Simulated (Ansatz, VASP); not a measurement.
# One calculation of CuAu, two programs

Contents of INCAR:

```
PREC     = Accurate       # precision mode
ENCUT    = 520            # plane-wave cutoff, eV
EDIFF    = 1E-6           # SCF threshold, eV
ISMEAR   = -1             # smearing method
SIGMA    = 0.05           # smearing width, eV
LREAL    = False          # projectors in reciprocal space
LASPH    = True           # aspherical terms in the spheres
NELM     = 100            # most SCF steps
ALGO     = Normal         # electronic algorithm
ISIF     = 2              # what is computed and relaxed
LWAVE    = False          # write WAVECAR
LCHARG   = False          # write CHGCAR
NBANDS   = 18             # bands
```

KPOINTS

```
regular mesh
0
Gamma
  11 11 11
```

Contents of POSCAR:

```
CuAu
1.0
    1.4333716108      0.8275574853      4.2276049958
   -1.4333716108      0.8275574853      4.2276049958
    0.0000000000     -1.6551149707      4.2276049958
Au Cu
1 1
Direct
    0.0000000000      0.0000000000      0.0000000000
    0.5000000000      0.5000000000      0.5000000000
```

The input input.yaml:

```yaml
crystal:
  lattice:
    - [1.4333716108, 0.8275574853, 4.2276049958]
    - [-1.4333716108, 0.8275574853, 4.2276049958]
    - [0.0, -1.6551149707, 4.2276049958]
  atoms:
    - { symbol: Au, position: [0.0, 0.0, 0.0] }
    - { symbol: Cu, position: [0.5, 0.5, 0.5] }
hamiltonian:
  xc: lda
  pseudopotentials: { kind: paw }
kpoints:
  mp_grid: { grid: [11, 11, 11] }
scf:
  occupations: { method: fermi_dirac, width: 0.05 }
output:
  forces: true
  stress: true
  eigenvalues: true
```

The cell comes from a database or a generator and needn't be the stable form of this composition.

Alike in both runs: task single point; functional LDA; k mesh 11 × 11 × 11; occupations fermi-dirac, width 0.05 eV; no spin polarisation.

```csv
,VASP,Ansatz
version,VASP 6.6.1,Ansatz 0.2.0
potentials or method,"VASP PAW LDA potentials, release 64 (Au, Cu)",Ansatz PAW
plane-wave cutoff (eV),520,420
valence electrons in the cell,22,38
```

|  | VASP | Ansatz | Ansatz less VASP |
| --- | --- | --- | --- |
| gap on the k mesh at the Fermi level (eV) | none | none | - |
| pressure (GPa) | -9.9 | -10.4 | -0.54 |
| largest component of the traceless stress (GPa) | 0.72 | 0.54 | -0.182 |

A gap of «none» marks a metal or a gap that the smearing closes. The two sets of potentials don't hold the same shells in valence.

Caveats: the PAW data sets come from PBE, with cores solved anew for the run's functional, which leaves a small shift of forces and pressure (Ansatz). The runs have no spin-orbit coupling, so splittings on Au are missing.
